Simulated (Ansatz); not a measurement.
# LiCl: properties at the relaxed cell

One table from this session's results is given with a row withheld; the runs are named, their logs left out.

The COD entry's cell or inner coordinates are ideal or old and differ from later refinements, so a difference from it is no clean test against experiment.

Computed with Ansatz 0.2.0 (DFT r2SCAN, scalar-relativistic, plane waves, PAW, unless a step's input says otherwise).

1 further run of the same task is left out (set aside as unsound or not needed).

**The system as given**

The structure is cubic, space group Fm-3m (No. 225). The conventional cell has a = 5.112 Å, b = 5.112 Å, c = 5.112 Å, α = 90.00°, β = 90.00°, γ = 90.00°. Li (site symmetry m-3m) is surrounded by 6 Cl at 2.56 Å. Cl (site symmetry m-3m) has 6 Li at 2.56 Å as nearest neighbours.

As a file:

```
CELL_PARAMETERS angstrom
0.00000 2.55620 2.55620
2.55620 0.00000 2.55620
2.55620 2.55620 0.00000
ATOMIC_POSITIONS crystal
Li 0.00000 0.00000 0.00000
Cl 0.50000 0.50000 0.50000
```

It is the result of an earlier relaxation at this level (volume 16.70 Å³/atom; gap on the mesh: 7.29 eV).

The first run:

input.yaml

```yaml
crystal:
  lattice:
    - [0.0, 2.5562025359, 2.5562025359]
    - [2.5562025359, 0.0, 2.5562025359]
    - [2.5562025359, 2.5562025359, 0.0]
  atoms:
    - { symbol: Li, position: [0.0, 0.0, 0.0] }
    - { symbol: Cl, position: [0.5, 0.5, 0.5] }
basis:
  ecutwfc: 500
kpoints:
  mp_grid: { grid: [8, 8, 8] }
  band_path:
    path:
      - [[0.0, 0.0, 0.0], [0.5, 0.0, 0.5], [0.625, 0.25, 0.625]]
      - [[0.375, 0.375, 0.75], [0.0, 0.0, 0.0], [0.5, 0.5, 0.5], [0.5, 0.25, 0.75], [0.5, 0.0, 0.5]]
    npoints: 14
hamiltonian:
  xc: r2scan
scf:
  occupations: { method: gaussian, width: 0.02 }
  n_extra_bands: 6
output:
  forces: true
  stress: true
  eigenvalues: true
  populations: true
  dos: { projected: true, de: 0.02, nscf_kmesh: { grid: [12, 12, 12] } }
  bader: true
  write_density: true
  write_potential: true
  elf: true
  volumetric_format: npy
```

Run with:

```
$ ansatz run input.yaml --threads 1 --pin off --max-ram 2560MiB --backend cpu --events-out ev --progress --plain --runs-dir out
```

Steps of the session up to this table: Bands, states and charges; Seeking the band edges over the whole zone; Levels beside the edges; Back to the database's cell; Optical spectrum; Volume × 0.97; Volume × 1.03; Point at V/V0 = 0.94; Point at V/V0 = 1.06; The cell scaled to 0.91 of its volume; The cell scaled to 1.10 of its volume; The cell scaled to 0.88 of its volume.

One table of the session follows, with a row left open; its other results are not shown here.

It belongs to the step «Equation of state». 

```
volume (Å³/atom)  energy above the lowest point (meV/atom)  pressure (GPa)  gap on the mesh (eV)
          14.698                                      32.8            5.88                  7.67
          15.199                                      17.4            4.03                  7.64
          15.701                                       7.3            2.47                  7.60
          16.202                                         ?               ?                     ?
          16.703                                       0.0            0.00                  7.29
          17.204                                       1.5           -0.96                  7.11
          17.705                                       5.9           -1.78                  6.94
          18.373                                      15.3           -2.69                  6.73
```

Q: Estimate the row for volume (Å³/atom) = 16.202 from the others.

Worked estimate for «energy above the lowest point (meV/atom)». A straight line through the neighbours (15.701, 7.3) and (16.703, 0.0) gives 7.3 + (0.0 − 7.3) × (16.202 − 15.701) / (16.703 − 15.701) = 3.6; a parabola fitted to 4 rows on both sides gives 1.7.

As computed: energy above the lowest point (meV/atom): 1.7; pressure (GPa): 1.13; gap on the mesh (eV): 7.49. In «energy above the lowest point (meV/atom)» the line misses by +1.9 and the parabola by 0.0.
